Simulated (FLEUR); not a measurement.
# CuAu (P4/mmm) in FLEUR: a series of runs, part 2 of 2

FLEUR MaX-R8.1 (later development tree). The steps go on from the part before.

## 3. Equation of state, r2SCAN, 13.68 Å³/atom (volume scaled by 0.94)

Changes to inp.xml since step 2:

```diff
@@ -6,3 +6,3 @@
    <calculationSetup>
-      <cutoffs Kmax="4.14" Gmax="12.8" GmaxXC="12.8" numbands="0"/>
+      <cutoffs Kmax="4.26" Gmax="13.2" GmaxXC="13.2" numbands="0"/>
       <scfLoop itmax="80" minDistance="0.0001" maxIterBroyd="30" imix="Anderson" alpha="0.05" precondParam="0.0" spinf="2.0" sdNocoIR="T"/>
@@ -27,3 +27,3 @@
       <xi:include xmlns:xi="http://www.w3.org/2001/XInclude" href="sym.xml"> </xi:include>
-      <bulkLattice scale="1.0">
+      <bulkLattice scale="0.9795861087">
          <bravaisMatrix>
@@ -37,3 +37,3 @@
       <species name="Gold (Au)" element="Au" atomicNumber="79">
-         <mtSphere radius="2.37" gridPoints="783" logIncrement="0.017"/>
+         <mtSphere radius="2.3" gridPoints="783" logIncrement="0.017"/>
          <atomicCutoffs lmax="9" lnonsphr="9"/>
@@ -52,3 +52,3 @@
       <species name="Copper (Cu)" element="Cu" atomicNumber="29">
-         <mtSphere radius="2.37" gridPoints="783" logIncrement="0.016"/>
+         <mtSphere radius="2.3" gridPoints="783" logIncrement="0.016"/>
          <atomicCutoffs lmax="9" lnonsphr="9"/>
```

Potentials or basis: all-electron, FLAPW.

Command:

```
$ inpgen -f crystal.txt -profile fastHighL
$ # inp.xml edited to the form shown
$ fleur_MPI
```

Log:

```text
Welcome to FLEUR        (www.flapw.de)
      MaX-Release 8.1          (www.max-centre.eu)
 func_ids         498         497         498         497
 MetaGGA potential functional detected - V_tau will be computed
 Auxiliary Potential for radial basis: exchange=         117  correlation=         130
The functional 'Re-regularized SCAN exchange by Furness et al' is an exchange functional, it belongs to the 'MGGA' family and is defined in the reference(s):
[1] J. W. Furness, A. D. Kaplan, J. Ning, J. P. Perdew, and J. Sun.,  J. Phys. Chem. Lett. 11, 8208-8215 (2020)
[2] J. W. Furness, A. D. Kaplan, J. Ning, J. P. Perdew, and J. Sun.,  J. Phys. Chem. Lett. 11, 9248-9248 (2020)
The functional 'Re-regularized SCAN correlation by Furness et al' is a correlation functional, it belongs to the 'MGGA' family and is defined in the reference(s):
[1] J. W. Furness, A. D. Kaplan, J. Ning, J. P. Perdew, and J. Sun.,  J. Phys. Chem. Lett. 11, 8208-8215 (2020)
[2] J. W. Furness, A. D. Kaplan, J. Ning, J. P. Perdew, and J. Sun.,  J. Phys. Chem. Lett. 11, 9248-9248 (2020)
 Using same functional for VXC and EXC

 ========== k-point set info ==========
 Selected k-point list: default-1
 k-point list type: mesh
 9 x 9 x 7
 Number of k points: 60

 ------------Calculation Setup---------------------------
 Number of MPI-tasks      :            1
 Number of PE/node        :            1
 Number of OMP-threads    :            1
 Most efficient MPI parallelization for:
           1           2           3           4           5           6          10          12          15          20          30          60
 Additional eigenvalue parallelization possible
 Number of basis functions:          321
 Approximate size of matrices (H+S) per k-point:         0.002 GB
 --------------------------------------------------------
The functional 'Hammer, Hansen, and Norskov' is an exchange functional, it belongs to the 'GGA' family and is defined in the reference(s):
[1] B. Hammer, L. B. Hansen, and J. K. Nørskov.,  Phys. Rev. B 59, 7413 (1999)
The functional 'Perdew, Burke & Ernzerhof' is a correlation functional, it belongs to the 'GGA' family and is defined in the reference(s):
[1] J. P. Perdew, K. Burke, and M. Ernzerhof.,  Phys. Rev. Lett. 77, 3865 (1996)
[2] J. P. Perdew, K. Burke, and M. Ernzerhof.,  Phys. Rev. Lett. 78, 1396 (1997)
 Using same functional for VXC and EXC
 Using auxiliary GGA potential for the first iteration of MetaGGA calculation.
 Reset of history
 Reset of history
 Iteration:     1   Distance:      57.98637418 me/bohr^3
The functional 'Hammer, Hansen, and Norskov' is an exchange functional, it belongs to the 'GGA' family and is defined in the reference(s):
[1] B. Hammer, L. B. Hansen, and J. K. Nørskov.,  Phys. Rev. B 59, 7413 (1999)
The functional 'Perdew, Burke & Ernzerhof' is a correlation functional, it belongs to the 'GGA' family and is defined in the reference(s):
[1] J. P. Perdew, K. Burke, and M. Ernzerhof.,  Phys. Rev. Lett. 77, 3865 (1996)
[2] J. P. Perdew, K. Burke, and M. Ernzerhof.,  Phys. Rev. Lett. 78, 1396 (1997)
 Using same functional for VXC and EXC
 Iteration:     2   Distance:      53.02551644 me/bohr^3
The functional 'Hammer, Hansen, and Norskov' is an exchange functional, it belongs to the 'GGA' family and is defined in the reference(s):
[1] B. Hammer, L. B. Hansen, and J. K. Nørskov.,  Phys. Rev. B 59, 7413 (1999)
The functional 'Perdew, Burke & Ernzerhof' is a correlation functional, it belongs to the 'GGA' family and is defined in the reference(s):
[1] J. P. Perdew, K. Burke, and M. Ernzerhof.,  Phys. Rev. Lett. 77, 3865 (1996)
[2] J. P. Perdew, K. Burke, and M. Ernzerhof.,  Phys. Rev. Lett. 78, 1396 (1997)
 Using same functional for VXC and EXC
 Iteration:     3   Distance:      50.18575188 me/bohr^3
The functional 'Hammer, Hansen, and Norskov' is an exchange functional, it belongs to the 'GGA' family and is defined in the reference(s):
[1] B. Hammer, L. B. Hansen, and J. K. Nørskov.,  Phys. Rev. B 59, 7413 (1999)
The functional 'Perdew, Burke & Ernzerhof' is a correlation functional, it belongs to the 'GGA' family and is defined in the reference(s):
[1] J. P. Perdew, K. Burke, and M. Ernzerhof.,  Phys. Rev. Lett. 77, 3865 (1996)
[2] J. P. Perdew, K. Burke, and M. Ernzerhof.,  Phys. Rev. Lett. 78, 1396 (1997)
 Using same functional for VXC and EXC
 Iteration:     4   Distance:      17.96156835 me/bohr^3
The functional 'Hammer, Hansen, and Norskov' is an exchange functional, it belongs to the 'GGA' family and is defined in the reference(s):
[1] B. Hammer, L. B. Hansen, and J. K. Nørskov.,  Phys. Rev. B 59, 7413 (1999)
The functional 'Perdew, Burke & Ernzerhof' is a correlation functional, it belongs to the 'GGA' family and is defined in the reference(s):
[1] J. P. Perdew, K. Burke, and M. Ernzerhof.,  Phys. Rev. Lett. 77, 3865 (1996)
[2] J. P. Perdew, K. Burke, and M. Ernzerhof.,  Phys. Rev. Lett. 78, 1396 (1997)
 Using same functional for VXC and EXC
 Iteration:     5   Distance:       6.15484532 me/bohr^3
The functional 'Hammer, Hansen, and Norskov' is an exchange functional, it belongs to the 'GGA' family and is defined in the reference(s):
[... 60 lines left out ...]
 Using same functional for VXC and EXC
 Iteration:    14   Distance:       0.00176675 me/bohr^3
The functional 'Hammer, Hansen, and Norskov' is an exchange functional, it belongs to the 'GGA' family and is defined in the reference(s):
[1] B. Hammer, L. B. Hansen, and J. K. Nørskov.,  Phys. Rev. B 59, 7413 (1999)
The functional 'Perdew, Burke & Ernzerhof' is a correlation functional, it belongs to the 'GGA' family and is defined in the reference(s):
[1] J. P. Perdew, K. Burke, and M. Ernzerhof.,  Phys. Rev. Lett. 77, 3865 (1996)
[2] J. P. Perdew, K. Burke, and M. Ernzerhof.,  Phys. Rev. Lett. 78, 1396 (1997)
 Using same functional for VXC and EXC
 Iteration:    15   Distance:       0.00112475 me/bohr^3
The functional 'Hammer, Hansen, and Norskov' is an exchange functional, it belongs to the 'GGA' family and is defined in the reference(s):
[1] B. Hammer, L. B. Hansen, and J. K. Nørskov.,  Phys. Rev. B 59, 7413 (1999)
The functional 'Perdew, Burke & Ernzerhof' is a correlation functional, it belongs to the 'GGA' family and is defined in the reference(s):
[1] J. P. Perdew, K. Burke, and M. Ernzerhof.,  Phys. Rev. Lett. 77, 3865 (1996)
[2] J. P. Perdew, K. Burke, and M. Ernzerhof.,  Phys. Rev. Lett. 78, 1396 (1997)
 Using same functional for VXC and EXC
 Iteration:    16   Distance:       0.00066103 me/bohr^3
The functional 'Hammer, Hansen, and Norskov' is an exchange functional, it belongs to the 'GGA' family and is defined in the reference(s):
[1] B. Hammer, L. B. Hansen, and J. K. Nørskov.,  Phys. Rev. B 59, 7413 (1999)
The functional 'Perdew, Burke & Ernzerhof' is a correlation functional, it belongs to the 'GGA' family and is defined in the reference(s):
[1] J. P. Perdew, K. Burke, and M. Ernzerhof.,  Phys. Rev. Lett. 77, 3865 (1996)
[2] J. P. Perdew, K. Burke, and M. Ernzerhof.,  Phys. Rev. Lett. 78, 1396 (1997)
 Using same functional for VXC and EXC
 Iteration:    17   Distance:       0.00004323 me/bohr^3

 ********************************************************************
 Run finished successfully
 Stop message:
   all done
 ********************************************************************
```

Wall time 53 s (1 thread of Arm Neoverse V1, shared host); peak memory 0.08 GiB.

What came out:

```yaml
Free_energy: -563312.0284 eV
Band_gap_on_the_k_mesh: none (metal or under the smearing width)
Valence_electrons_inside_the_program's_atomic_spheres: Au 16.89; Cu 18.07 (radii Au 2.3, Cu 2.3 bohr)
```

Caveat: the meta-GGA is that of a development version, with a GGA for the radial functions and cores and without core tails.

## 4. Equation of state, r2SCAN, 13.97 Å³/atom (volume scaled by 0.96)

Changes to inp.xml since step 3:

```diff
@@ -27,3 +27,3 @@
       <xi:include xmlns:xi="http://www.w3.org/2001/XInclude" href="sym.xml"> </xi:include>
-      <bulkLattice scale="0.9795861087">
+      <bulkLattice scale="0.9864848297">
          <bravaisMatrix>
```

Command:

```
$ inpgen -f crystal.txt -profile fastHighL
$ # inp.xml edited to the form shown
$ fleur_MPI
```

It took 55 s on 1 thread of Arm Neoverse V1, shared host; peak memory 0.09 GiB.

The run converged. Its results:

```yaml
Free_energy: -563312.0606 eV
Band_gap_on_the_k_mesh: none (metal or under the smearing width)
Valence_electrons_inside_the_program's_atomic_spheres: Au 16.88; Cu 18.04 (radii Au 2.3, Cu 2.3 bohr)
```

Caveat: the meta-GGA is that of a development version, with a GGA for the radial functions and cores and without core tails.

## 5. Equation of state, r2SCAN, 14.56 Å³/atom

Changes to inp.xml since step 4:

```diff
@@ -27,3 +27,3 @@
       <xi:include xmlns:xi="http://www.w3.org/2001/XInclude" href="sym.xml"> </xi:include>
-      <bulkLattice scale="0.9864848297">
+      <bulkLattice scale="1.0000000000">
          <bravaisMatrix>
```

Command:

```
$ inpgen -f crystal.txt -profile fastHighL
$ # inp.xml edited to the form shown
$ fleur_MPI
```

It took 58 s on 1 thread of Arm Neoverse V1, shared host; peak memory 0.09 GiB.

It converged, with:

```yaml
Free_energy: -563312.0833 eV
Band_gap_on_the_k_mesh: none (metal or under the smearing width)
Valence_electrons_inside_the_program's_atomic_spheres: Au 16.84; Cu 17.99 (radii Au 2.3, Cu 2.3 bohr)
```

Caveat: the meta-GGA is that of a development version, with a GGA for the radial functions and cores and without core tails.

## 6. Equation of state, r2SCAN, 15.14 Å³/atom (volume scaled by 1.04)

Changes to inp.xml since step 5:

```diff
@@ -27,3 +27,3 @@
       <xi:include xmlns:xi="http://www.w3.org/2001/XInclude" href="sym.xml"> </xi:include>
-      <bulkLattice scale="1.0000000000">
+      <bulkLattice scale="1.0131594038">
          <bravaisMatrix>
```

Potentials or basis: all-electron, FLAPW.

Command:

```
$ inpgen -f crystal.txt -profile fastHighL
$ # inp.xml edited to the form shown
$ fleur_MPI
```

Wall time 61 s (1 thread of Arm Neoverse V1, shared host); peak memory 0.09 GiB.

Results (log left out):

- Free energy: -563312.0598 eV
- Band gap on the k mesh: none (metal or under the smearing width)
- Valence electrons inside the program's atomic spheres: Au 16.81; Cu 17.94 (radii Au 2.3, Cu 2.3 bohr)

Caveat: the meta-GGA is that of a development version, with a GGA for the radial functions and cores and without core tails.

## 7. Equation of state, r2SCAN, 15.43 Å³/atom (volume scaled by 1.06)

Changes to inp.xml since step 6:

```diff
@@ -27,3 +27,3 @@
       <xi:include xmlns:xi="http://www.w3.org/2001/XInclude" href="sym.xml"> </xi:include>
-      <bulkLattice scale="1.0131594038">
+      <bulkLattice scale="1.0196128224">
          <bravaisMatrix>
```

Command:

```
$ inpgen -f crystal.txt -profile fastHighL
$ # inp.xml edited to the form shown
$ fleur_MPI
```

Wall time 63 s (1 thread of Arm Neoverse V1, shared host); peak memory 0.09 GiB.

It converged, with:

| Quantity | Value |
| --- | --- |
| Free energy | -563312.0343 eV |
| Band gap on the k mesh | none (metal or under the smearing width) |
| Valence electrons inside the program's atomic spheres | Au 16.80; Cu 17.92 (radii Au 2.3, Cu 2.3 bohr) |

Caveat: the meta-GGA is that of a development version, with a GGA for the radial functions and cores and without core tails.

## 8. Equation of state, r2SCAN

No new run: the results of the series are fitted here.

Results:

```
Equilibrium volume                        : 14.53 Å³/atom
Bulk modulus at fixed shape and positions : 158 GPa
```

Energy against volume, from the lowest point:
```tsv
volume (Å³/atom)	energy (meV/atom)
13.683	27.43
13.974	11.32
14.556	0.00
15.139	11.71
15.430	24.50
```

Caveat: the meta-GGA is that of a development version, with a GGA for the radial functions and cores and without core tails; the cell was scaled at fixed shape and fractional positions, which overstates the stiffness of a crystal with free parameters, most of all of layers and chains. Spin-orbit coupling is left out, which matters for the levels of Au.
